The energy less reference is the energy of In₃Se on a given k mesh minus the energy on a 14×14×14 mesh, with the atoms held fixed. Both come from separate PBEsol runs that differ only in the mesh, and both are extrapolated to zero smearing. The pressure less reference is the same difference for the pressure. Such a column is usually read as the error of the mesh, and that reading holds only as long as the reference is much better than the row beside it.

In₃Se in the cubic Cu₃Au structure, a = 4.804 Å, computed at fixed atoms with Ansatz 0.2.0 (PBEsol, plane-wave PAW, scalar-relativistic, no spin polarisation). The cutoff is 420 eV, the Gaussian smearing 0.1 eV and the k meshes are Γ-centred. Energies are extrapolated to zero smearing, pressure is positive in compression, and the reference is the 14×14×14 mesh.

```csv
k mesh,energy less reference (meV/atom),pressure less reference (GPa),irreducible k points
1x1x1,615,6.16,1
2x2x2,208,3.24,4
4x4x4,9.98,0.17,10
6x6x6,-0.356,0.021,20
8x8x8,-0.101,-0.009,35
10x10x10,-0.341,-0.015,56
12x12x12,-0.957,-0.004,84
```

In this Cu₃Au-type cell every atom has twelve equally near neighbours. Three sizes are worth remembering for this small metallic cell. One or two points along each axis leave an energy error of hundreds of meV/atom, and four points leave about 10. From six points on, the meshes disagree by up to about 1 meV/atom, and making them denser brings no steady improvement. It is in this last stretch that the usual reading fails.

**1×1×1.** The single point Γ has to stand for every electron wave in the crystal. The calculation treats 55 electrons in the cell explicitly, 40 of them in the filled d shells of In and Se. At Γ, 27 bands lie below the Fermi level, the energy up to which states are filled in the metal, here taken from the 10×10×10 run. They take 54 electrons. The last one must enter a set of three equal levels about 1.2 eV above the Fermi level, although the crystal offers it lower states elsewhere in k space.

The smearing term $TS$, an entropy-like energy that arises when levels are partly filled, shows that this is what happened. Three levels with two spins give six places for one electron, so each is one-sixth full. With Gaussian smearing of width $\sigma=0.1$ eV, the filling of a level is $\tfrac12\,\mathrm{erfc}(x)$, where $x$ is its height above the Fermi energy of the run in units of $\sigma$. A filling of 1/6 requires $x=0.684$, and six such places give

$$TS = 6\,\sigma\,\frac{e^{-x^2}}{2\sqrt{\pi}} = 0.106\ \text{eV}.$$

The run gives 0.106 eV as well, with no parameter adjusted. The agreement identifies the filling but does not account for the whole energy error, which is 2.5 eV for the cell. The filled bands are also judged by their energies at Γ alone, and the outputs do not separate the two contributions.

The pressure shows what such an error does in practice. It is +3.2 GPa at Γ and −3.0 GPa on the reference mesh, where positive means that the cell is compressed. A relaxation started with Γ alone would first expand this cell, whereas the reference mesh would shrink it.

**2×2×2.** This mesh reduces to four distinct points, the centre of the zone and three kinds of special point on its boundary. Together they stand for only eight mesh points. Apart from the smearing, a band can then be filled only in steps of an eighth of the zone, which is coarse for a metal with partly filled bands. The Fermi energy comes out 0.33 eV too low against the reference, and the energy is still off by about 200 meV/atom.

**4×4×4.** The energy error drops twentyfold, to 10 meV/atom. That is still ten times the disagreement among the denser meshes, so it is a true mesh error whichever of them serves as reference. The pressure is off by 6 % of its reference value.

Theory makes a steep fall plausible, at least for the part of the error that comes from filled bands. A mesh with $N$ points along each axis treats the crystal as if it closed on itself after $N$ cells, and the error comes from electrons that feel this false repetition. For filled bands that influence dies out exponentially with distance, so a few more cells remove most of it. An insulator has no partly filled bands, and in a series like this one its differences would normally keep shrinking quickly until numerical noise took over.

**6×6×6 to 12×12×12.** Here the energy differences are −0.36, −0.10, −0.34 and −0.96 meV/atom. Read as errors, they would make 8×8×8 the best mesh and the densest one, 12×12×12, the worst of the four. Two signs warn against this reading. The difference grows towards the dense end, where it should vanish, and all four values are negative, which means that the reference lies above every one of these meshes.

A change of reference makes the problem plain. Measured from 12×12×12, the 8×8×8 mesh is off by 0.86 meV/atom and becomes the worst of the 6, 8 and 10 meshes, which it had seemed to lead. A ranking that turns over with the choice of reference describes the reference as much as the meshes. The table therefore doesn't show that 14×14×14 is converged to better than about 1 meV/atom, nor which of the dense meshes is closest to the true limit.

The likely cause is the Fermi surface, the boundary in k space between filled and empty states. The filling drops there, and smearing softens the drop only over about 0.1 eV on either side of the Fermi level. On the line from Γ to the face centre of the zone, a pair of bands of equal energy crosses the Fermi level between two neighbouring points of the 10×10×10 mesh and changes by 0.17 eV in that step, nearly the full width of the softened region. Elsewhere on the same mesh, the 28th level from the bottom crosses the Fermi level in a single step of 0.70 eV. A step of that size can miss the softened region altogether, so how many points fall inside it depends on how mesh and surface happen to line up.

The smearing term bears this out, because it follows the number of states near the Fermi level. It is 1.4 times as large on the 10×10×10 mesh as on the 12×12×12 mesh, although the crystal is the same. That shows uneven sampling of the Fermi surface, but it doesn't prove that all of the energy scatter comes from there. The convergence thresholds of the runs aren't given, and a series with wider smearing, which would be the direct test, is missing.

**The other two measures.** From 8×8×8 on, the pressure stays within 0.02 GPa of the reference, and it agrees best on 12×12×12, the very mesh whose energy differs most among the dense ones. A settled pressure is therefore no certificate for the energy. The force change is zero in every row because each atom sits on a site where symmetry cancels the force, even on the hopeless Γ mesh.

For the total energy of this cell, then, 6×6×6 is good enough where 1 meV/atom doesn't matter. Its Fermi energy still differs from that of the reference by 0.09 eV, so a property that depends on the Fermi level needs a test of its own. A finer decision needs a denser reference, or several dense meshes whose spread is quoted as the uncertainty. For a neighbouring metal the same reasoning gives a guide: a larger cell needs fewer points, because each repeat spans more distance, while steeper bands or narrower smearing need more.

Output of the analysis:

```
Meshes compared:
       row  points in full mesh  energy less 12x12x12 (meV/atom)  free energy less reference (meV/atom)  Fermi energy less reference (eV)  TS (meV a cell)  pressure itself (GPa)
     1x1x1                    1                              616                                  602.5                             0.953              106                  3.187
     2x2x2                    8                              209                                  207.3                           -0.3332            16.21                 0.2665
     4x4x4                   64                            10.94                                  9.725                           0.07874            9.858                 -2.803
     6x6x6                  216                            0.601                                   -0.5                            0.0938            8.954                 -2.952
     8x8x8                  512                            0.856                                   -0.1                         -0.005363            7.782                 -2.982
  10x10x10                 1000                            0.616                                  -0.55                          -0.02885            9.487                 -2.988
  12x12x12                 1728                                0                                 -0.825                          -0.02104            6.711                 -2.977
Energy of the 14x14x14 reference less 12x12x12 (meV/atom): 0.957
Energy range from 6x6x6 to the reference, reference included (meV/atom): 0.957
Pressure range from 6x6x6 to the reference (GPa): 0.036
Energy error of 2x2x2 over that of 4x4x4: 20.84
Energy error of 4x4x4 over the range of the denser meshes: 10.43
Pressure of the reference (GPa): -2.973
Pressure error of 4x4x4 in percent of the reference pressure: 5.717
Energy error of the Gamma point alone (eV a cell): 2.46
Electrons left for the triplet at Gamma: 1
Estimated TS of a triplet one-sixth full (meV a cell): 106
TS of the 1x1x1 run (meV a cell): 106
TS of 10x10x10 over TS of 12x12x12: 1.414
Band change in the mesh step that crosses the Fermi level (eV): 0.172
Band change in the mesh step before it (eV): 0.389
```
